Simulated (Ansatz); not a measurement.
Computed with DFT PBE, scalar-relativistic, plane waves, PAW in Ansatz 0.2.0. All cells share a 420 eV cutoff and Γ-centred k meshes spaced at most about 0.3 Å⁻¹ (about 0.25 or finer for metals, 2π included). No spin polarisation.

These are static total energies at zero pressure.

Two relaxed structures of B5As2:

1.

```
CELL_PARAMETERS angstrom
3.16530 0.00000 0.00000
-1.58265 2.74123 0.00000
0.00000 0.00000 8.59651
ATOMIC_POSITIONS crystal
B 0.00000 0.00000 0.00000
B 0.66667 0.33333 0.93761
B 0.33333 0.66667 0.06239
B 0.00000 0.00000 0.40166
B 0.00000 0.00000 0.59834
As 0.66667 0.33333 0.69522
As 0.33333 0.66667 0.30478
```

2.

```
CELL_PARAMETERS angstrom
3.26361 0.00000 0.00000
0.00000 6.33101 2.11294
0.00000 -6.33101 2.11294
ATOMIC_POSITIONS crystal
B 0.25849 0.68380 0.68380
B 0.74150 0.68380 0.68380
B 0.50000 0.29813 0.29813
B 0.50000 0.08428 0.90682
B 0.50000 0.90682 0.08428
As 0.00000 0.80918 0.18916
As 0.00000 0.18916 0.80918
```

Problem. Which would you expect to be lower, and how large is the difference?

Solution. Cell 1 is lower, by 49 meV/atom. Cell 1 has space group P-3m1 (No. 164), 10.7 Å³/atom and no gap on its mesh; cell 2 has space group Amm2 (No. 38), 12.5 Å³/atom and no gap. Counting B atoms around As (those within 1.25 times the shortest such distance or 1.15 times the sum of covalent radii, 1.27 where that leaves under three), cell 1 has As 4 and cell 2 has As 2. Cell 1 holds B–B nets (shortest 1.69 Å); cell 2 holds B–B nets (shortest 1.58 Å) and As–As chains (shortest 2.60 Å). The denser one is the lower, and pressure would at first widen the difference. Even the lower one lies +0.35 eV/atom against the reference forms of the elements (uncorrected), so neither is stable at this level. In cell 1, B on a site of symmetry -3m has 6 B at 1.90 Å; B on a site of symmetry 3m is surrounded by 3 B at 1.90 Å, 1 As at 2.08 Å and 3 B at 2.12 Å; around As lie 4 B at 2.01–2.08 Å; 1 more site not described. In cell 2, B on a site of symmetry m is surrounded by 1 B at 1.58 Å, 1 B at 1.69 Å and 3 B at 1.81–1.90 Å; around B on a site of symmetry mm2 lie 2 B at 1.70 Å and 2 B at 1.81 Å; As is surrounded by 2 B at 2.08 Å and 2 As at 2.60 Å; 1 more site not described. Both come from invented guesses.

In P-3m1, Amm2 an odd number of electrons in the primitive cell allows no gap without spin; a larger cell or a magnetic state could open one. Cells relaxed within their symmetry can be saddle points.
